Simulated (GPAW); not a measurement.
The system is Be2C.

```
C Be
1.0
     0.00000    2.16500    2.16500
     2.16500    0.00000    2.16500
     2.16500    2.16500    0.00000
C Be
1 2
Cartesian
  0.0000 0.0000 0.0000
  3.2475 3.2475 3.2475
  1.0825 1.0825 1.0825
```

Base run:

- Program: GPAW 26.7.0
- Functional: LDA
- Potentials or basis: the program's PAW data sets (release 1.2.1) made for this functional
- Cutoff: 800 eV
- Basis: pw
- k mesh: 11 × 11 × 11
- Occupations: fermi-dirac, width 0.05 eV
- Spin: no spin polarisation

Its results: band gap on the k mesh 1.28 eV, indirect (least direct gap 3.99 eV); pressure -6.4 GPa.

Question: The run is repeated on the same cell with these changes: functional from LDA to PBEsol; potentials or basis from the program's PAW data sets (release 1.2.1) made for this functional to PAW data sets generated in the run's folder for this functional. What comes out?

Answer: Band gap on the k mesh 1.16 eV, indirect (least direct gap 4.09 eV); pressure -2.9 GPa.

Caveats: the mesh misses the band edges, which the band path finds closer together.
